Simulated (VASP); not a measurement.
# Co in VASP: single point with PBEsol+D4

Aim: the single point of Co with PBEsol+D4.

Everything below comes from runs of VASP 6.6.1. Logs are shortened: lines on timing, memory, paths and dates and some standing lists are left out, and cuts for length are marked.

### 1 The structure

The cell holds a slab with vacuum, 3 atoms: a = 2.457 Å, b = 2.457 Å, c = 20.845 Å, α = 90.00°, β = 90.00°, γ = 120.00°.

The cell was built by a generator and needn't be a form met in nature.

### 2 Single point, PBEsol+D4, collinear spin, typed start

INCAR

```
PREC = Accurate ; ENCUT = 520
EDIFF = 1E-6 ; ISMEAR = 1
SIGMA = 0.1 ; LREAL = False
LASPH = True ; NELM = 150
ALGO = Normal ; ISIF = 2
LWAVE = False ; LCHARG = True
ISPIN = 2 ; MAGMOM = 1.9 1.781 1.637
LORBIT = 11 ; LMAXMIX = 4
LDIPOL = True ; IDIPOL = 3
DIPOL = 0.5 0.5 0.428 ; GGA = PS
IVDW = 13 ; LELF = True
LVHAR = True ; LVACPOTAV = True
NBANDS = 24
```

KPOINTS

```
Automatic mesh
0
Gamma
  15 15 1
```

POSCAR

```
Co
1.0
    2.4568680495      0.0000000000      0.0000000000
   -1.2284340248      2.1277101446      0.0000000000
    0.0000000000      0.0000000000     20.8454577550
Co
3
Direct
    0.3333333333      0.6666666667      0.3358045711
    0.6666666667      0.3333333333      0.4274610871
    0.3333333333      0.6666666667      0.5205012785
```

Potentials or basis: VASP PAW PBE potentials, release 64 (Co).

Run with:

```console
$ cat potpaw_PBE.64/Co/POTCAR > POTCAR
$ mpirun -np 1 vasp_std > vasp.out
```

OUTCAR:

```text
PREC = Accurate
   ENCUT = 520
   EDIFF = 1E-6
   ISMEAR = 1
   LREAL = False
   LASPH = True
   NELM = 150
   ISIF = 2
   ISPIN = 2
   LORBIT = 11
   GGA = PS
   IVDW = 13

 ion  position               nearest neighbor table
   1  0.333  0.667  0.336-   2 2.38   2 2.38   2 2.38
   2  0.667  0.333  0.427-   1 2.38   1 2.38   1 2.38   3 2.40   3 2.40   3 2.40
   3  0.333  0.667  0.521-   2 2.40   2 2.40   2 2.40

  LATTYP: Found a hexagonal cell.
 ALAT       =     2.4568680495
 C/A-ratio  =     8.4845654447

  Lattice vectors:

 A1 = (   2.4568680495,   0.0000000000,   0.0000000000)
 A2 = (  -1.2284340248,   2.1277101446,   0.0000000000)
 A3 = (   0.0000000000,   0.0000000000,  20.8454577550)

Analysis of symmetry for initial positions (statically):
=====================================================================
 Subroutine PRICEL returns:
 Original cell was already a primitive cell.

 Routine SETGRP: Setting up the symmetry group for a
 hexagonal supercell.

 Subroutine GETGRP returns: Found  6 space group operations
 (whereof  6 operations were pure point group operations)
 out of a pool of 24 trial point group operations.

The static configuration has the point symmetry C_3v.

Analysis of symmetry for dynamics (positions and initial velocities):
=====================================================================
 Subroutine PRICEL returns:
 Original cell was already a primitive cell.

 Routine SETGRP: Setting up the symmetry group for a
 hexagonal supercell.

 Subroutine GETGRP returns: Found  6 space group operations
 (whereof  6 operations were pure point group operations)
 out of a pool of 24 trial point group operations.

The dynamic configuration has the point symmetry C_3v.

Analysis of structural, dynamic, and magnetic symmetry:
=====================================================================
 Subroutine PRICEL returns:
 Original cell was already a primitive cell.

 Routine SETGRP: Setting up the symmetry group for a
 hexagonal supercell.

 Subroutine GETGRP returns: Found  6 space group operations
 (whereof  6 operations were pure point group operations)
 out of a pool of 24 trial point group operations.

The overall configuration has the point symmetry C_3v.

 Subroutine INISYM returns: Found  6 space group operations
 (whereof  6 operations are pure point group operations),
 and found     1 'primitive' translations

----------------------------------------------------------------------------------------

                                     Primitive cell

  volume of cell :     108.9697

  direct lattice vectors                    reciprocal lattice vectors
     2.456868050  0.000000000  0.000000000     0.407022266  0.234994415  0.000000000
    -1.228434025  2.127710145  0.000000000     0.000000000  0.469988829  0.000000000
     0.000000000  0.000000000 20.845457755     0.000000000  0.000000000  0.047972082

  length of vectors
     2.456868050  2.456868050 20.845457755     0.469988829  0.469988829  0.047972082

  position of ions in fractional coordinates (direct lattice)
     0.333333333  0.666666667  0.335804571
     0.666666667  0.333333333  0.427461087
     0.333333333  0.666666667  0.520501278

  ion indices of the primitive-cell ions
   primitive index   ion index
                 1           1
                 2           2
                 3           3

----------------------------------------------------------------------------------------

 KPOINTS: Automatic mesh

Automatic generation of k-mesh.
 Grid dimensions read from file:
 generate k-points for:   15   15    1

 Generating k-lattice:

  Cartesian coordinates                     Fractional coordinates (reciprocal lattice)
     0.027134818  0.015666294  0.000000000     0.066666667  0.000000000  0.000000000
     0.000000000  0.031332589  0.000000000     0.000000000  0.066666667  0.000000000
     0.000000000  0.000000000  0.047972082     0.000000000  0.000000000  1.000000000

  Length of vectors
     0.031332589  0.031332589  0.047972082

  Shift w.r.t. Gamma in fractional coordinates (k-lattice)
     0.000000000  0.000000000  0.000000000

 Subroutine IBZKPT returns following result:
 ===========================================

 Found     27 irreducible k-points:

 Following reciprocal coordinates:
            Coordinates               Weight
  0.000000  0.000000  0.000000      1.000000
  0.066667  0.000000  0.000000      6.000000
  0.133333  0.000000  0.000000      6.000000
  0.200000  0.000000  0.000000      6.000000
  0.266667  0.000000  0.000000      6.000000
  0.333333  0.000000  0.000000      6.000000
[... 16 lines left out ...]
  0.333333  0.200000  0.000000     12.000000
  0.400000  0.200000  0.000000      6.000000
 [... further k-points ...]
   k-points           NKPTS =     27   k-points in BZ     NKDIM =     27   number of bands    NBANDS=     24
   number of dos      NEDOS =    301   number of ions     NIONS =      3
   total plane-waves  NPLWV =  51840
   dimension x,y,z NGX =    18 NGY =   18 NGZ =  160
   dimension x,y,z NGXF=    36 NGYF=   36 NGZF=  320
   ions per type =               3
   NGX,Y,Z   is equivalent  to a cutoff of  12.18, 12.18, 12.76 a.u.
   NGXF,Y,Z  is equivalent  to a cutoff of  24.36, 24.36, 25.52 a.u.
 SYSTEM =  unknown system
   PREC   = accura    normal or accurate (medium, high low for compatibility)
   ISTART =      0    job   : 0-new  1-cont  2-samecut
   ICHARG =      2    charge: 1-file 2-atom 10-const
   ISPIN  =      2    spin polarized calculation?
   LNONCOLLINEAR =      F non collinear calculations
   LSORBIT =      F    spin-orbit coupling
   LASPH  =      T    aspherical Exc in radial PAW
   ENCUT  =  520.0 eV  38.22 Ry    6.18 a.u.   4.57  4.57 38.76*2*pi/ulx,y,z
   NELM   =    150;   NELMIN=  2; NELMDL= -5     # of ELM steps
   EDIFF  = 0.1E-05   stopping-criterion for ELM
   LREAL  =      F    real-space projection
   EDIFFG = 0.1E-04   stopping-criterion for IOM
   NSW    =      0    number of steps for IOM
   IBRION =     -1    ionic relax: 0-MD 1-quasi-New 2-CG
   NFREE  =      0    steps in history (QN), initial steepest desc. (CG)
   ISIF   =      2    stress and relaxation
   ISYM   =      2    0-nonsym 1-usesym 2-fastsym
   POTIM  = 0.5000    time-step for ionic-motion
   TEBEG  =    0.0;   TEEND  =   0.0 temperature during run
   PSTRESS=    0.0 pullay stress
   NELECT =      27.0000    total number of electrons
   NUPDOWN=      -1.0000    fix difference up-down
   EMIN   =  10.00;   EMAX   =-10.00  energy-range for DOS
   EFERMI =   0.00;   METHOD = LEGACY
   ISMEAR =     1;   SIGMA  =   0.10  broadening in eV -4-tet -1-fermi 0-gaus
   EFERMI_NEDOS =   21; number of points for ismear=-14 and -15
   IALGO  =     38    algorithm
   IMIX   =      4    mixing-type and parameters
     AMIX     =   0.40;   BMIX     =  1.00
     AMIX_MAG =   1.60;   BMIX_MAG =  1.00
  volume/ion in A,a.u.               =      36.32       245.12
  Fermi-wavevector in a.u.,A,eV,Ry     =   1.028239  1.943090 14.385112  1.057276
  Thomas-Fermi vector in A             =   2.162225
   LORBIT       =     11    0 simple, 1 ext, 2 COOP (PROOUT), +10 PAW based schemes
   GGA     = PS    functional components
   LHFCALC =     F    Hartree Fock is set to
   AEXX    =    0.0000 exact exchange contribution
   IVDW    =    13    specifies the selected vdW correction
   LEPSILON=     F    determine dielectric tensor
   LRPA    =     F    only Hartree local field effects (RPA)
 spin polarized calculation
 Methfessel and Paxton  Order N= 1 SIGMA  =   0.10
  energy-cutoff  :      520.00
  volume of cell :      108.97
 maximum number of plane-waves:      2978
   NGX =  9   NGY =  9   NGZ = 77

 dipolmoment           0.000000      0.000000     -0.003367 electrons x Angstroem

 number of electron      26.9999983 magnetization       5.0615957

 dipolmoment           0.000000      0.000000      0.000327 electrons x Angstroem

 Free energy of the ion-electron system (eV)
  ---------------------------------------------------
  ext. energy  EPLUGINS =         0.00000000
  ---------------------------------------------------
  free energy    TOTEN  =       -21.53761632 eV

  energy without entropy =      -21.53925770  energy(sigma->0) =      -21.53816345

 E-fermi :  -0.5117     XC(G=0):  -4.8545

 val. band max:       -0.5216259843   @ k =   0.2000   0.0000   0.0000
 cond. band min:      -0.4845030328   @ k =   0.4000   0.1333   0.0000
 fundamental gap:      0.0371229515
 Fermi energy:        -0.5116714225

 spin component 1

 k-point     1 :       0.0000    0.0000    0.0000
  band No.  band energies     occupation
      1      -9.0829      1.00000
      2      -6.9696      1.00000
      3      -5.9624      1.00000
      4      -3.3527      1.00000
      5      -3.2537      1.00000
      6      -3.2537      1.00000
[... 16 lines left out ...]
     23       6.6124      0.00000
     24       7.4339      0.00000
[... 598 lines left out ...]
      2      -5.0685      1.00000
      3      -4.7541      1.00000
      4      -4.1640      1.00000
      5      -4.0071      1.00000
      6      -3.9560      1.00000
[... 16 lines left out ...]
     23      10.2251      0.00000
     24      11.6424      0.00000

 [... further k-points ...]

 spin component 2

 k-point     1 :       0.0000    0.0000    0.0000
  band No.  band energies     occupation
      1      -8.9867      1.00000
      2      -6.7565      1.00000
      3      -5.1526      1.00000
      4      -1.7910      1.00000
      5      -1.6231      1.00000
      6      -1.6231      1.00000
[... 16 lines left out ...]
     23       6.6618      0.00000
     24       7.6011      0.00000
[... 598 lines left out ...]
      2      -3.9406      1.00000
      3      -3.5485      1.00000
      4      -3.0658      1.00000
      5      -2.7203      1.00000
      6      -2.4041      1.00000
[... 16 lines left out ...]
     23      10.6959      0.00000
     24      11.8466      0.00000

 [... further k-points ...]

------------------------ aborting loop because EDIFF is reached ----------------------------------------

  DFT-D4 for vdW energy calculation

  Edisp (eV):   -0.47470

  FORCE on cell =-STRESS in cart. coord.  units (eV):
  Direction    XX          YY          ZZ          XY          YZ          ZX
  --------------------------------------------------------------------------------------
  -------------------------------------------------------------------------------------
  Total      -1.98693    -1.98693     0.57321     0.00000    -0.00000     0.00000
  in kB     -29.21382   -29.21382     8.42785     0.00000    -0.00000     0.00000
  external pressure =      -16.67 kB  Pullay stress =        0.00 kB

 VOLUME and BASIS-vectors are now :
 -----------------------------------------------------------------------------
  energy-cutoff  :      520.00
  volume of cell :      108.97
      direct lattice vectors                 reciprocal lattice vectors
     2.456868050  0.000000000  0.000000000     0.407022266  0.234994415  0.000000000
    -1.228434025  2.127710145  0.000000000     0.000000000  0.469988829  0.000000000
     0.000000000  0.000000000 20.845457755     0.000000000  0.000000000  0.047972082

 POSITION                                       TOTAL-FORCE (eV/Angst)
 -----------------------------------------------------------------------------------
     -0.00000      1.41847      7.00000         0.000000     -0.000000     -0.234477
      1.22843      0.70924      8.91062         0.000000     -0.000000      0.172400
     -0.00000      1.41847     10.85009        -0.000000      0.000000      0.062078
 -----------------------------------------------------------------------------------
    total drift:                                0.000000      0.000000     -0.000782

  FREE ENERGIE OF THE ION-ELECTRON SYSTEM (eV)
  ---------------------------------------------------
  free  energy   TOTEN  =       -22.0123194615 eV

  energy  without entropy=      -22.0139608399  energy(sigma->0) =      -22.01286659

 vacuum level on the upper side and lower side of the slab         4.629         4.617

 total charge

# of ion       s       p       d       tot
------------------------------------------
    1        0.505   0.451   7.262   8.218
    2        0.516   0.590   7.313   8.420
    3        0.502   0.444   7.254   8.200
--------------------------------------------------
tot          1.524   1.486  21.829  24.838

 magnetization (x)

# of ion       s       p       d       tot
------------------------------------------
    1       -0.009  -0.039   1.759   1.710
    2       -0.016  -0.051   1.712   1.645
    3       -0.009  -0.039   1.766   1.717
--------------------------------------------------
tot         -0.034  -0.130   5.236   5.072
```

Run time: 4.1 min. Hardware: 1 thread of Intel Xeon Platinum 8259CL at 2.50GHz (Skylake/Cascade Lake), shared host; peak memory 0.3 GiB.

What came out:

* Free energy: -22.0123 eV
* Largest force: 0.234 eV/Å
* Band gap on the k mesh: none (metal or under the smearing width)
* Net moment: 5.06 μB per cell
* Site moments: Co +1.71, +1.65, +1.72 μB
* Valence electrons inside the program's atomic spheres: Co 8.22, 8.42, 8.20
* Dispersion energy per atom: -0.158 eV
* Work function of the upper face: 5.14 eV
* Work function of the lower face: 5.13 eV

Forces on the atoms (eV/Å):
```
Co   0.000  0.000 -0.234
Co   0.000  0.000  0.172
Co   0.000  0.000  0.062
```

Levels at points of the mesh, in eV from the Fermi level:
Spin up:
```
           k point  band 13  band 14  band 15  band 16  band 17  band 18  band 19  band 20
(0.00, 0.00, 0.00)    -1.69    -1.16    -1.04    -1.04    -0.78    -0.78     0.34     4.80
```
Spin down:
| k point | band 8 | band 9 | band 10 | band 11 | band 12 | band 13 | band 14 | band 15 |
| --- | --- | --- | --- | --- | --- | --- | --- | --- |
| (0.00, 0.00, 0.00) | -0.95 | -0.95 | -0.64 | -0.64 | -0.53 | 0.19 | 0.19 | 0.42 |

Caveat: the PAW data sets were made with another functional, which shifts forces and pressure a little.
